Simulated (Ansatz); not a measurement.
# Ti5S: the cost of one run

Program: Ansatz 0.2.0. Level of theory: DFT PBE, scalar-relativistic, plane waves, PAW. These are calculated values, not measurements.

4 further runs of the same task are left out: 4 set aside as unsound or not needed.

## Step 1: The starting structure

Symmetry: P6_3/mmc, No. 194, hexagonal system. The conventional cell has a = 2.938 Å, b = 2.938 Å, c = 4.650 Å, α = 90.00°, β = 90.00°, γ = 120.00°. Around Ti (site symmetry -6m2) lie 12 Ti at 2.88 to 2.94 Å.

As a file:

```xyz
2
Lattice="2.9382 0.0000 0.0000 -1.4691 2.5445 0.0000 0.0000 0.0000 4.6505" Properties=species:S:1:pos:R:3 pbc="T T T"
Ti    0.0000    1.6963    1.1626
Ti    1.4691    0.8482    3.4878
```

This cell was relaxed beforehand with the same method: volume 17.38 Å³/atom, gap on the mesh none (metal).

## Step 4: Plan of the scan

Atoms count from 1 in the order of the input.

S is moved over the surface cell; relaxed at each place: the height of the adsorbate's atoms; substrate rigid; the origin of the map has the adsorbate above Ti5.

First coordinate, position of S6 along the first surface vector, from above Ti5: 6 values from 0.000 to 0.833, periodic. Second coordinate, position of S6 along the second surface vector, from above Ti5: 6 values from 0.000 to 0.833, periodic.

Relaxed at each point: the height of the adsorbate's atoms; substrate rigid. Points are written as (first, second).

The two vectors of the plane (Å): (2.938, 0.000, 0.000); (-1.469, 2.545, 0.000).

(The set-up runs are not shown.)

## Step 5: Grid point (0/6, 0/6) of the map's two axes

The input, input.yaml:

```yaml
crystal:
  lattice:
    - [2.9381632086, 0.0, 0.0]
    - [-1.4690816043, 2.5445239791, 0.0]
    - [0.0, 0.0, 24.711706814]
  atoms:
    - { symbol: Ti, position: [0.6666666667, 0.3333333333, 0.1618666015] }
    - { symbol: Ti, position: [0.3333333333, 0.6666666667, 0.2559609806] }
    - { symbol: Ti, position: [0.6666666667, 0.3333333333, 0.3506708119] }
    - { symbol: Ti, position: [0.3333333333, 0.6666666667, 0.4475655916] }
    - { symbol: Ti, position: [0.6666666667, 0.3333333333, 0.5346335206] }
    - { symbol: S, position: [0.6666666667, 0.3333333333, 0.6422748106] }
basis:
  ecutwfc: 420
kpoints:
  mp_grid: { grid: [9, 9, 1] }
hamiltonian:
  xc: pbe
  pseudopotentials: { kind: paw, azcp: { folder: soft_1 } }
scf:
  occupations: { method: gaussian, width: 0.1 }
output:
  forces: true
  eigenvalues: true
relax:
  adjacent_minimum: "off"
  f_tol: 0.025
  max_steps: 16
  constraints: [{ sites: [0, 1, 2, 3, 4] }, { sites: [5], fix: xy }]
efield:
  axis: 3
  dipole_correction: true
  ramp_width: 0.04
```

The run is started by

```console
$ ansatz run input.yaml --threads 1 --pin off --max-ram 3072MiB --backend cpu --events-out ev --progress --plain --runs-dir out
```

Q: Estimate wall time and peak memory on 1 thread of Arm Neoverse V1, shared host.

About 67 s, with a peak of 0.39 GiB.
